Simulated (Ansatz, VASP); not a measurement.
# One calculation of Re, two programs

Contents of INCAR:

```
ALGO = Normal
EDIFF = 1E-6
ENCUT = 520
GGA = PE
ISIF = 2
ISMEAR = -1
LASPH = True
LCHARG = False
LREAL = False
LWAVE = False
NBANDS = 14
NELM = 60
PREC = Accurate
SIGMA = 0.08
```

Contents of KPOINTS:

```
k-points
0
Gamma
  16 16 9
```

Contents of POSCAR:

```
Re
1.0
    2.6298709365      0.0000000000      0.0000000000
   -1.3149354682      2.2775350397      0.0000000000
    0.0000000000      0.0000000000      4.2444357121
Re
2
Direct
    0.3333333333      0.6666666667      0.2500000000
    0.6666666667      0.3333333333      0.7500000000
```

Input for Ansatz:

```yaml
crystal:
  lattice:
    - [2.6298709365, 0.0, 0.0]
    - [-1.3149354682, 2.2775350397, 0.0]
    - [0.0, 0.0, 4.2444357121]
  atoms:
    - { symbol: Re, position: [0.3333333333, 0.6666666667, 0.25] }
    - { symbol: Re, position: [0.6666666667, 0.3333333333, 0.75] }
kpoints:
  mp_grid: { grid: [16, 16, 9] }
scf:
  occupations: { method: fermi_dirac, width: 0.08 }
hamiltonian:
  xc: pbe
  pseudopotentials: { kind: all_electron, lapw: { basis_error: 0.001 } }
output:
  forces: true
  stress: true
  eigenvalues: true
  populations: true
```

Change from the starting cell: volume scaled by 0.85, LAPW.

Alike in both runs: task single point; functional PBE; k mesh 16 × 16 × 9; occupations fermi-dirac, width 0.08 eV; no spin polarisation.

|  | VASP | Ansatz |
| --- | --- | --- |
| version | VASP 6.6.1 | Ansatz 0.2.0 |
| potentials or method | VASP PAW PBE potentials, release 64 (Re) | all-electron LAPW, scalar-relativistic |
| plane-wave cutoff (eV) | 520 | see its input |

|  | VASP | Ansatz | Ansatz less VASP |
| --- | --- | --- | --- |
| pressure (GPa) | 85.8 | 84.2 | -1.64 |
| largest component of the traceless stress (GPa) | 0.08 | 0.00 | -0.072 |

Ansatz ran all-electron here, so the differences hold the error of VASP's frozen core and of both bases.

Caveats: the cell as given lies far from equilibrium; so large a pressure means that the cell lies far from this level's equilibrium, or that cutoff or potentials fall short (VASP). Spin-orbit coupling is left out, which matters for the levels of Re.
